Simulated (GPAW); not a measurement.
Runs of GPAW 26.7.0 on TaS2. The structure is trigonal, space group P-3m1 (No. 164). The conventional cell has a = 3.350 Å, b = 3.350 Å, c = 5.860 Å, α = 90.00°, β = 90.00°, γ = 120.00°. Around Ta (site symmetry -3m) lie 6 S at 2.43 Å. Around S (site symmetry 3m) lie 3 Ta at 2.43 Å. 

| task | level | potentials or basis | spin | U | cell | k mesh | cutoff (eV) | maxiter | optimizer | fmax | max steps | target pressure | mesh quality | gap on the mesh (eV) | pressure (GPa) | largest force (eV/Å) |
| --- | --- | --- | --- | --- | --- | --- | --- | --- | --- | --- | --- | --- | --- | --- | --- | --- |
| relaxation of cell and atoms | TASK | GPAW PAW data sets (gpaw-data 1.2.1), pw | off | - | relaxed to 10 GPa | 7 × 7 × 4 | 600 | 150 | LBFGS | 0.02 eV/Å | 60 | 10 GPa | not flagged | none | 10.1 | 0.01 |
| single point | PBE+U | GPAW PAW data sets (gpaw-data 1.2.1), other valence, pw | off | Ta d U = 7 eV | volume scaled by 0.92 | 8 × 8 × 4 | 450 | 80 | - | - | - | - | not flagged | none | 36.1 | 3.57 |
| relaxation of cell and atoms | PW91 | PAW data sets generated in the run's folder for this functional, pw | off | - | relaxed | 7 × 7 × 4 | 600 | 150 | BFGS | 0.05 eV/Å | 100 | - | not flagged | none | 0.1 | 0.02 |
| band structure | vdW-DF2 | GPAW PAW data sets (gpaw-data 1.2.1), pw | SOC, no magnetisation | - | as given | 7 × 7 × 4 | 600 | 150 | - | - | - | - | not flagged | - | - | (a) |

Alike in all rows: smearing fermi-dirac 0.05 eV.

Fill in the values left out.

(a) 1.90.

Caveats: later steps reuse the first step's grids (some runs); the PAW data sets were made with another functional, which shifts forces and pressure a little (some runs); the cutoff is short for stress and forces, so pressures can be off by a GPa or more (some runs); U without spin polarisation on a metal has little footing (some runs); this functional lacks dispersion, which binds the layers, so the pressure and a relaxed spacing across them are unreliable (some runs); spin-orbit coupling was added after a scalar SCF, so levels and gaps hold it while energy, forces, pressure and moments don't (some runs).

A k mesh can miss the band edges, and rows without SOC leave out spin-orbit coupling on Ta.

A gap of «none» marks a metal or a gap under the smearing width.

The runs don't all hold the same shells in valence.
